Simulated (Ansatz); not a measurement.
# HfO2: band gap under strain

How does strain move the band edges of HfO2 in the fluorite structure, and do the functionals agree on it? States: +2.7 % biaxial strain in x and y, free along z; +2.0 % strain along [111] alone; -2.6 % strain along x alone.

Program: Ansatz 0.2.0. PAW datasets, plane waves. Calculated at 0 K for a non-magnetic cell.

## 1. Starting point

The unstrained cell was relaxed with r2SCAN; in each strained cell the atoms were relaxed again with r2SCAN. Names of k-points are those of the unstrained zone, where strain can split equivalent points. First state: +2.7 % biaxial strain in x and y, free along z.

The symmetry is I4/mmm (No. 139, tetragonal); a = 3.674 Å, c = 5.014 Å in the conventional setting, 11.28 Å³ an atom. Hf has 8 O at 2.22 Å; O has 4 Hf at 2.22 Å and 2 O at 2.51 Å.

Coordinates:

Space group I4/mmm (No. 139). a = 3.674 Å, b = 3.674 Å, c = 5.014 Å, α = 90.00°, β = 90.00°, γ = 90.00°
```csv
atom,site,symmetry,x,y,z
Hf,2a,4/mmm,0.0000,0.0000,0.0000
O,4d,-4m2,0.0000,0.5000,0.2500
```

## 2. +2.7 % biaxial strain in x and y, free along z: PBE

input.yaml reads:

```yaml
crystal:
  lattice:
    - [0.0, 2.5982289967, 2.5071283606]
    - [2.5982289967, 0.0, 2.5071283606]
    - [2.5982289967, 2.5982289967, 0.0]
  atoms:
    - { symbol: Hf, position: [0.0, 0.0, 0.0] }
    - { symbol: O, position: [0.25, 0.25, 0.25] }
    - { symbol: O, position: [0.75, 0.75, 0.75] }
kpoints:
  mp_grid: { grid: [8, 8, 8] }
  band_path:
    path:
      - [0.0, 0.0, 0.0]
      - [0.5, 0.0, 0.5]
      - [0.625, 0.25, 0.625]
      - [0.375, 0.375, 0.75]
      - [0.5, 0.5, 0.5]
      - [0.5, 0.25, 0.75]
      - [0.5, 0.5, 0.0]
    npoints: 1
hamiltonian:
  xc: pbe
scf:
  occupations: { method: fermi_dirac, width: 0.02 }
  n_extra_bands: 4
output:
  forces: true
  stress: true
  eigenvalues: true
```

Launch:

```console
> ansatz run input.yaml --threads 4 --pin off --max-ram 3686MiB --backend cpu --events-out ev --progress --plain --runs-dir out
```

Further steps of the session: +2.7 % biaxial strain in x and y, free along z: r2SCAN; +2.7 % biaxial strain in x and y, free along z: HSE06; +2.0 % strain along [111] alone: PBE; +2.0 % strain along [111] alone: r2SCAN; +2.0 % strain along [111] alone: HSE06; -2.6 % strain along x alone: PBE; -2.6 % strain along x alone: r2SCAN; -2.6 % strain along x alone: HSE06.

Q: Predict the outcome of this session.

As calculated:

Least gap in eV (negative: overlap):

```
                                         state   PBE  r2SCAN  HSE06
+2.7 % biaxial strain in x and y, free along z  3.36    3.86   4.98
               +2.0 % strain along [111] alone  3.76    4.25   5.35
                   -2.6 % strain along x alone  3.60    4.13   5.26
```

**Reading.** Where both were run, the HSE06 gap lies +1.60 to +1.66 eV from PBE's, each on its own k points. In PBE the gap is least under +2.7 % biaxial strain in x and y, free along z (3.36 eV) and largest under +2.0 % strain along [111] alone (3.76 eV). Spin-orbit coupling is left out of the table, though the cell holds Hf (Z = 72); in an element this heavy it can shift bands and gaps by tenths of an eV.
